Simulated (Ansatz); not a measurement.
# Ru (omega type): how the settings move a single-point run

Aim: see which settings change the result for Ru (omega type), by how much, and at what cost.

Method: reference: DFT, PBE, PAW with Ansatz's default frozen-core files, scalar-relativistic, in Ansatz 0.2.0.

**1. The structure to begin with**

The structure is hexagonal, space group P6/mmm (No. 191). Conventional cell: a = 3.949 Å, b = 3.949 Å, c = 2.446 Å, α = 90.00°, β = 90.00°, γ = 120.00°. Ru (site symmetry 6/mmm) has 14 Ru at 2.45 to 2.59 Å as nearest neighbours. Ru (site symmetry -6m2) has 11 Ru at 2.28 to 2.59 Å as nearest neighbours.

Coordinates:

```
CELL_PARAMETERS angstrom
3.94948 0.00000 0.00000
-1.97474 3.42035 0.00000
0.00000 0.00000 2.44556
ATOMIC_POSITIONS crystal
Ru 0.00000 0.00000 0.00000
Ru 0.33333 0.66667 0.50000
Ru 0.66667 0.33333 0.50000
```

**2. Baseline**

input.yaml reads:

```yaml
crystal:
  lattice:
    - [3.9494787661, 0.0, 0.0]
    - [-1.9747393831, 3.4203489432, 0.0]
    - [0.0, 0.0, 2.445557574]
  atoms:
    - { symbol: Ru, position: [0.0, 0.0, 0.0] }
    - { symbol: Ru, position: [0.3333333333, 0.6666666667, 0.5] }
    - { symbol: Ru, position: [0.6666666667, 0.3333333333, 0.5] }
kpoints:
  mp_grid: { grid: [9, 9, 13] }
scf:
  occupations: { method: fermi_dirac, width: 0.08 }
hamiltonian:
  xc: pbe
  pseudopotentials: { kind: paw }
output:
  forces: true
  stress: true
  eigenvalues: true
basis:
  ecutwfc: 250
```

Command:

```bash
$ ansatz run input.yaml --threads 1 --pin off --max-ram 3072MiB --backend cpu --events-out ev --progress --plain --runs-dir out
```

**3. Changing settings: mp_grid.grid [11, 11, 16], ecutrho_ratio 4**

Edit input.yaml of step 2 so:

```diff
@@ -10,3 +10,3 @@
 kpoints:
-  mp_grid: { grid: [9, 9, 13] }
+  mp_grid: { grid: [11, 11, 16] }
 scf:
@@ -20,3 +20,8 @@
   eigenvalues: true
+  write_density: true
+  write_potential: true
+  elf: true
+  volumetric_format: npy
 basis:
   ecutwfc: 250
+  ecutrho_ratio: 4
```

**Question.** What will these runs give? Wanted: for each run, ending; energy change; pressure; gap; force.

The runs gave:

| run | ending | energy change | pressure (GPa) | gap (eV) | force (eV/Å) | cycles | time |
| --- | --- | --- | --- | --- | --- | --- | --- |
| reference | converged | 0 | 129.3 | 0.00 | 0.00 | 6 | 2.4 s |
| 1: mp_grid.grid [11, 11, 16], ecutrho_ratio 4 | converged | -2.3 meV/atom | 129.2 | 0.00 | 0.00 | 6 | 5.2 s |

Times don't compare one to one where runs were asked for different outputs or read a saved state (see the inputs); cycles may leave out searches for a lower state.

Residual by cycle in the longest SCF loop of each run; runs are numbered as in the table. The quantity is the density residual dr2, in eV.

| cycle | reference | run 1 |
| --- | --- | --- |
| 1 | 0.407 | 0.395 |
| 2 | 0.1 | 0.0956 |
| 3 | 0.0011 | 9.8e-4 |
| 4 | 3.9e-5 | 3.0e-5 |
| 5 | 5.1e-7 | 6.6e-7 |
| 6 | 2.0e-8 | 2.6e-8 |

Changing the k-point mesh moves the energy by -2.3 meV/atom. The energy is not variational in the mesh, so the sign tells nothing. The structure is not at rest: the sound run finds 129 GPa, so these are no properties of the relaxed crystal. 
